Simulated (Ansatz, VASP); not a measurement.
One calculation of CdSe, two programs

Contents of INCAR:

```
SYSTEM = CdSe
PREC = Accurate
ENCUT = 520
EDIFF = 1E-6
ISMEAR = 0
SIGMA = 0.05
LREAL = .FALSE.
LASPH = .TRUE.
NELM = 60
ALGO = Normal
ISIF = 2
LWAVE = .FALSE.
LCHARG = .TRUE.
GGA = PE
LELF = .TRUE.
LVHAR = .TRUE.
NBANDS = 16
```

Contents of KPOINTS:

```
regular mesh
0
G
  10 10 10
  0 0 0
```

The input POSCAR:

```
CdSe
1.0
    0.0000000000      3.0283123951      3.0283123951
    3.0283123951      0.0000000000      3.0283123951
    3.2871321612      3.2871321612     -0.2588197660
Cd Se
1 1
Direct
    0.0000000000      0.0000000000      0.0000000000
    0.7500000000      0.7500000000      0.7500000000
```

Input for Ansatz:

```yaml
crystal:
  lattice:
    - [0.0, 3.0283123951, 3.0283123951]
    - [3.0283123951, 0.0, 3.0283123951]
    - [3.2871321612, 3.2871321612, -0.258819766]
  atoms:
    - { symbol: Cd, position: [0.0, 0.0, 0.0] }
    - { symbol: Se, position: [0.75, 0.75, 0.75] }
basis:
  ecutwfc: 420
kpoints:
  mp_grid: { grid: [10, 10, 10] }
hamiltonian:
  xc: pbe
scf:
  occupations: { method: gaussian, width: 0.05 }
output:
  forces: true
  stress: true
  eigenvalues: true
  write_density: true
  write_potential: true
  elf: true
  volumetric_format: npy
```

Alike in both runs: task single point; functional PBE; k mesh 10 × 10 × 10; occupations gaussian, width 0.05 eV; no spin polarisation.

```csv
,VASP,Ansatz
version,VASP 6.6.1,Ansatz 0.2.0
potentials or method,"VASP PAW PBE potentials, release 64 (Cd, Se)","scalar-relativistic, plane waves, PAW"
plane-wave cutoff (eV),520,420
valence electrons in the cell,18,36
```

Ansatz gave:

| Quantity | Value |
| --- | --- |
| gap on the k mesh at the Fermi level (eV) | 0.37 |
| least direct gap on the mesh (eV) | 0.37 |
| pressure (GPa) | -1.2 |
| largest component of the traceless stress (GPa) | 1.99 |
| rms of the force components (eV/Å) | 0.137 |

Question: Which values does VASP return?

Answer: gap on the k mesh at the Fermi level (eV): 0.37; least direct gap on the mesh (eV): 0.37; pressure (GPa): -1.0; largest component of the traceless stress (GPa): 2.04; rms of the force components (eV/Å): 0.149.

Atom by atom the forces differ by 0.012 eV/Å (rms over components). The two sets of potentials don't hold the same shells in valence.
